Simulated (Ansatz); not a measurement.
# GaSb: the cost of one run

Computed with Ansatz 0.2.0 (DFT r2SCAN, scalar-relativistic, plane waves, PAW, unless a step's input says otherwise).

The COD entry's cell or inner coordinates are ideal or old and differ from later refinements, so a difference from it is no clean test against experiment.

### Step 1. The structure to begin with

Symmetry: F-43m, No. 216, cubic system. Conventional cell: a = 6.118 Å, b = 6.118 Å, c = 6.118 Å, α = 90.00°, β = 90.00°, γ = 90.00°. Around Ga (site symmetry -43m) lie 4 Sb at 2.65 Å. Around Sb (site symmetry -43m) lie 4 Ga at 2.65 Å.

Structure file:

```
CELL_PARAMETERS angstrom
0.00000 3.05900 3.05900
3.05900 0.00000 3.05900
3.05900 3.05900 0.00000
ATOMIC_POSITIONS crystal
Ga 0.00000 0.00000 0.00000
Sb 0.75000 0.75000 0.75000
```

No relaxation comes first: the listed cell is the starting point.

### Step 2. Next: biaxial against axial strain

The cell is strained by p along both x and y and by q along z, with fractional coordinates fixed.

### Step 3. p = -0.050, q = -0.050

Input file input.yaml:

```yaml
crystal:
  lattice:
    - [0.0, 2.90605, 2.90605]
    - [2.90605, 0.0, 2.90605]
    - [2.90605, 2.90605, 0.0]
  atoms:
    - { symbol: Ga, position: [0.0, 0.0, 0.0] }
    - { symbol: Sb, position: [0.75, 0.75, 0.75] }
basis:
  ecutwfc: 500
kpoints:
  mp_grid: { grid: [10, 10, 10] }
hamiltonian:
  xc: r2scan
scf:
  occupations: { method: gaussian, width: 0.05 }
output:
  forces: true
  stress: true
  eigenvalues: true
```

Started as:

```bash
$ ansatz run input.yaml --threads 1 --pin off --max-ram 2560MiB --backend cpu --events-out ev --progress --plain --runs-dir out
```

**Question.** How long does this run take on 1 thread of Intel Xeon at 2.70GHz, shared host, and how much memory does it need?

About 8.7 s, with a peak of 0.51 GiB.
